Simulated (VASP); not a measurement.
# As (Pm-3m) in VASP: notebook

One crystal, As, is run at these levels: PBEsol; tasks: single point.

Everything below comes from runs of VASP 6.6.1. Logs are shortened: lines on timing, memory, paths and dates and some standing lists are left out, and cuts for length are marked.

## 1. The structure

It takes space group Pm-3m (No. 221, cubic). Conventional cell: a = 2.704 Å, b = 2.704 Å, c = 2.704 Å, α = 90.00°, β = 90.00°, γ = 90.00°. As (site symmetry m-3m) has 6 As at 2.70 Å as nearest neighbours.

This isn't the form of As at room conditions, which is rhombohedral.

## 2. Single point, PBEsol

INCAR

```
PREC = Accurate ; ENCUT = 400
EDIFF = 1E-6 ; ISMEAR = 0
SIGMA = 0.05 ; LREAL = False
LASPH = False ; NELM = 100
ALGO = Normal ; ISIF = 2
LWAVE = False ; LCHARG = False
GGA = PS ; ADDGRID = False
```

KPOINTS

```
regular mesh
0
Gamma
  5 5 5
```

POSCAR

```
As
1.0
    2.7036817444      0.0000000000      0.0000000000
    0.0000000000      2.7036817444      0.0000000000
    0.0000000000      0.0000000000      2.7036817444
As
1
Direct
    0.5000000000      0.5000000000      0.5000000000
```

Potentials or basis: VASP PAW PBE potentials, release 64 (As).

The run is started by

```
$ cat potpaw_PBE.64/As/POTCAR > POTCAR
$ mpirun -np 1 vasp_std > vasp.out
```

OUTCAR:

```text
PREC = Accurate
   ENCUT = 400
   EDIFF = 1E-6
   ISMEAR = 0
   LREAL = False
   LASPH = False
   NELM = 100
   ISIF = 2
   GGA = PS

 Found     10 irreducible k-points:

 Following reciprocal coordinates:
            Coordinates               Weight
  0.000000  0.000000  0.000000      1.000000
  0.200000  0.000000  0.000000      6.000000
  0.400000  0.000000  0.000000      6.000000
  0.200000  0.200000  0.000000     12.000000
  0.400000  0.200000  0.000000     24.000000
  0.400000  0.400000  0.000000     12.000000
   k-points           NKPTS =     10   k-points in BZ     NKDIM =     10   number of bands    NBANDS=      6
   number of dos      NEDOS =    301   number of ions     NIONS =      1
   total plane-waves  NPLWV =   5832
   dimension x,y,z NGX =    18 NGY =   18 NGZ =   18
   dimension x,y,z NGXF=    36 NGYF=   36 NGZF=   36
   ions per type =               1
   NGX,Y,Z   is equivalent  to a cutoff of  11.07, 11.07, 11.07 a.u.
   NGXF,Y,Z  is equivalent  to a cutoff of  22.14, 22.14, 22.14 a.u.
 SYSTEM =  unknown system
   PREC   = accura    normal or accurate (medium, high low for compatibility)
   ISTART =      0    job   : 0-new  1-cont  2-samecut
   ICHARG =      2    charge: 1-file 2-atom 10-const
   ISPIN  =      1    spin polarized calculation?
   LNONCOLLINEAR =      F non collinear calculations
   LSORBIT =      F    spin-orbit coupling
   LASPH  =      F    aspherical Exc in radial PAW
   ENCUT  =  400.0 eV  29.40 Ry    5.42 a.u.   4.41  4.41  4.41*2*pi/ulx,y,z
   NELM   =    100;   NELMIN=  2; NELMDL= -5     # of ELM steps
   EDIFF  = 0.1E-05   stopping-criterion for ELM
   LREAL  =      F    real-space projection
   EDIFFG = 0.1E-04   stopping-criterion for IOM
   NSW    =      0    number of steps for IOM
   IBRION =     -1    ionic relax: 0-MD 1-quasi-New 2-CG
   NFREE  =      0    steps in history (QN), initial steepest desc. (CG)
   ISIF   =      2    stress and relaxation
   ISYM   =      2    0-nonsym 1-usesym 2-fastsym
   POTIM  = 0.5000    time-step for ionic-motion
   TEBEG  =    0.0;   TEEND  =   0.0 temperature during run
   PSTRESS=    0.0 pullay stress
   NELECT =       5.0000    total number of electrons
   NUPDOWN=      -1.0000    fix difference up-down
   EMIN   =  10.00;   EMAX   =-10.00  energy-range for DOS
   EFERMI =   0.00;   METHOD = LEGACY
   ISMEAR =     0;   SIGMA  =   0.05  broadening in eV -4-tet -1-fermi 0-gaus
   EFERMI_NEDOS =   21; number of points for ismear=-14 and -15
   IALGO  =     38    algorithm
   IMIX   =      4    mixing-type and parameters
     AMIX     =   0.40;   BMIX     =  1.00
     AMIX_MAG =   1.60;   BMIX_MAG =  1.00
  volume/ion in A,a.u.               =      19.76       133.37
  Fermi-wavevector in a.u.,A,eV,Ry     =   1.035403  1.956627 14.586243  1.072059
  Thomas-Fermi vector in A             =   2.169744
   LORBIT       =      0    0 simple, 1 ext, 2 COOP (PROOUT), +10 PAW based schemes
   GGA     = PS    functional components
   LHFCALC =     F    Hartree Fock is set to
   AEXX    =    0.0000 exact exchange contribution
   IVDW    =     0    specifies the selected vdW correction
   LEPSILON=     F    determine dielectric tensor
   LRPA    =     F    only Hartree local field effects (RPA)
 non-spin polarized calculation
 Gauss-broadening in eV      SIGMA  =   0.05
  energy-cutoff  :      400.00
  volume of cell :       19.76
 maximum number of plane-waves:       370
 NGX is ok and might be reduce to    18
   NGX =  9   NGY =  9   NGZ =  9

 number of electron       4.9999997 magnetization

 Free energy of the ion-electron system (eV)
  ---------------------------------------------------
  ext. energy  EPLUGINS =         0.00000000
  ---------------------------------------------------
  free energy    TOTEN  =        -4.90667270 eV

  energy without entropy =       -4.90306206  energy(sigma->0) =       -4.90486738

 E-fermi :   5.8858     XC(G=0): -10.5645

 val. band max:        5.7681341789   @ k =   0.2000   0.2000   0.0000
 cond. band min:       5.8885267653   @ k =   0.2000   0.2000   0.2000
 fundamental gap:      0.1203925864
 Fermi energy:         5.8857836651

 k-point     1 :       0.0000    0.0000    0.0000
  band No.  band energies     occupation
      1      -9.1945      2.00000
      2       9.9449      0.00000
      3       9.9449      0.00000
      4       9.9449      0.00000
      5      14.3031      0.00000
      6      14.3031      0.00000

 k-point     2 :       0.2000    0.0000    0.0000
  band No.  band energies     occupation
      1      -8.4674      2.00000
      2       4.8167      2.00000
      3      10.5702      0.00000
      4      10.5702      0.00000
      5      14.9528      0.00000
      6      16.2602      0.00000

 k-point     3 :       0.4000    0.0000    0.0000
  band No.  band energies     occupation
      1      -6.6053      2.00000
      2      -0.1993      2.00000
      3      11.9326      0.00000
      4      11.9326      0.00000
      5      16.5579      0.00000
      6      18.4889      0.00000

 k-point     4 :       0.2000    0.2000    0.0000
  band No.  band energies     occupation
      1      -7.7402      2.00000
      2       5.2421      2.00000
      3       5.7681      1.99912
      4      11.1912      0.00000
      5      16.2231      0.00000
      6      18.9868      0.00000

 k-point     5 :       0.4000    0.2000    0.0000
  band No.  band energies     occupation
      1      -5.8748      2.00000
      2       0.4847      2.00000
      3       7.1253      0.00000
      4      12.5394      0.00000
      5      14.4837      0.00000
      6      18.4645      0.00000

 k-point     6 :       0.4000    0.4000    0.0000
  band No.  band energies     occupation
      1      -3.9745      2.00000
      2       1.9495      2.00000
      3       2.2904      2.00000
      4       9.8223      0.00000
      5      13.8360      0.00000
      6      20.5571      0.00000

 [... further k-points ...]
[... 5 lines left out ...]
  --------------------------------------------------------------------------------------
  -------------------------------------------------------------------------------------
  Total       -0.0238972     -0.0238972     -0.0238972     -0.0000000      0.0000000     -0.0000000
  in kB       -1.9372741     -1.9372741     -1.9372741     -0.0000000      0.0000000     -0.0000000
  external PRESSURE =      -1.9372741 kB  Pullay stress =       0.0000000 kB

 VOLUME and BASIS-vectors are now :
 -----------------------------------------------------------------------------
  energy-cutoff  :      400.00
  volume of cell :       19.76
      direct lattice vectors                 reciprocal lattice vectors
     2.703681744  0.000000000  0.000000000     0.369866018  0.000000000  0.000000000
     0.000000000  2.703681744  0.000000000     0.000000000  0.369866018  0.000000000
     0.000000000  0.000000000  2.703681744     0.000000000  0.000000000  0.369866018

 POSITION                                       TOTAL-FORCE (eV/Angst)
 -----------------------------------------------------------------------------------
      1.35184      1.35184      1.35184         0.000000      0.000000      0.000000
 -----------------------------------------------------------------------------------
    total drift:                                0.000000      0.000000      0.000000

  FREE ENERGIE OF THE ION-ELECTRON SYSTEM (eV)
  ---------------------------------------------------
  free  energy   TOTEN  =        -4.9066726955 eV

  energy  without entropy=       -4.9030620636  energy(sigma->0) =       -4.90486738
```

OSZICAR:

```text
N       E                     dE             d eps       ncg     rms          rms(c)
DAV:   1     0.945004321037E+01    0.94500E+01   -0.18481E+03   120   0.495E+02
DAV:   2    -0.469614450326E+01   -0.14146E+02   -0.12440E+02   162   0.701E+01
DAV:   3    -0.490943026410E+01   -0.21329E+00   -0.21037E+00   150   0.125E+01
DAV:   4    -0.490968678038E+01   -0.25652E-03   -0.25641E-03   168   0.505E-01
DAV:   5    -0.490968685105E+01   -0.70665E-07   -0.70868E-07   150   0.687E-03    0.218E+00
DAV:   6    -0.490779647370E+01    0.18904E-02   -0.32190E-04   132   0.169E-01    0.129E+00
DAV:   7    -0.490666354866E+01    0.11329E-02   -0.83762E-04   126   0.268E-01    0.582E-02
DAV:   8    -0.490667231742E+01   -0.87688E-05   -0.23957E-05   144   0.458E-02    0.397E-03
DAV:   9    -0.490667269545E+01   -0.37803E-06   -0.34833E-07   120   0.586E-03
   1 F= -.49066727E+01 E0= -.49048674E+01  d E =-.361063E-02
```

It took 6.4 s on 1 thread of AMD EPYC 7R13 (Zen 3), shared host; peak memory 0.08 GiB.

These settings aren't checked as converged: the numbers below hold their error.

Results:

* Free energy: -4.9067 eV
* Pressure: -0.2 GPa
* Band gap on the k mesh: none (metal or under the smearing width)

Caveat: the k mesh is coarse (spacing up to 0.46 Å⁻¹), so the values aren't converged; the PAW data sets were made with another functional, which shifts forces and pressure a little.

## 3. Single point, PBEsol

INCAR

```
PREC = Normal ; ENCUT = 400
EDIFF = 1E-4 ; ISMEAR = 0
SIGMA = 0.05 ; LREAL = Auto
LASPH = True ; NELM = 100
ALGO = Normal ; ISIF = 2
LWAVE = False ; LCHARG = False
GGA = PS ; ADDGRID = False
```

KPOINTS is that of step 2.

POSCAR is that of step 2.

Potentials or basis: VASP PAW PBE potentials, release 64 (As).

The run is started by

```
$ cat potpaw_PBE.64/As/POTCAR > POTCAR
$ mpirun -np 1 vasp_std > vasp.out
```

It took 7.1 s on 1 thread of AMD EPYC 7R13 (Zen 3), shared host; peak memory 0.07 GiB.

These settings aren't checked as converged: the numbers below hold their error.

What came out:

```
Free energy            : -4.9072 eV
Pressure               : -0.1 GPa
Band gap on the k mesh : none (metal or under the smearing width)
```

Caveat: the k mesh is coarse (spacing up to 0.46 Å⁻¹), so the values aren't converged; the PAW data sets were made with another functional, which shifts forces and pressure a little.

## 4. Single point, PBEsol

INCAR

```
PREC = Accurate ; ENCUT = 300
EDIFF = 1E-6 ; ISMEAR = 0
SIGMA = 0.05 ; LREAL = False
LASPH = True ; NELM = 100
ALGO = Normal ; ISIF = 2
LWAVE = False ; LCHARG = False
GGA = PS ; ADDGRID = False
```

KPOINTS

```
regular mesh
0
Gamma
  6 6 6
```

POSCAR is that of step 3.

The run is started by

```
$ cat potpaw_PBE.64/As/POTCAR > POTCAR
$ mpirun -np 1 vasp_std > vasp.out
```

It used 1.5 s of CPU time on 1 thread of AMD EPYC 7R13 Processor (Zen 3), on a shared host, which was overloaded at the time.

The run converged, but some of its settings lie outside the range that counts as converged, so its numbers aren't taken as properties of the crystal.

What came out:

```
Free energy            : -5.0561 eV
Pressure               : -1.3 GPa
Band gap on the k mesh : none (metal or under the smearing width)
```

Caveat: the k mesh is coarse (spacing up to 0.39 Å⁻¹), so the values aren't converged; the PAW data sets were made with another functional, which shifts forces and pressure a little.
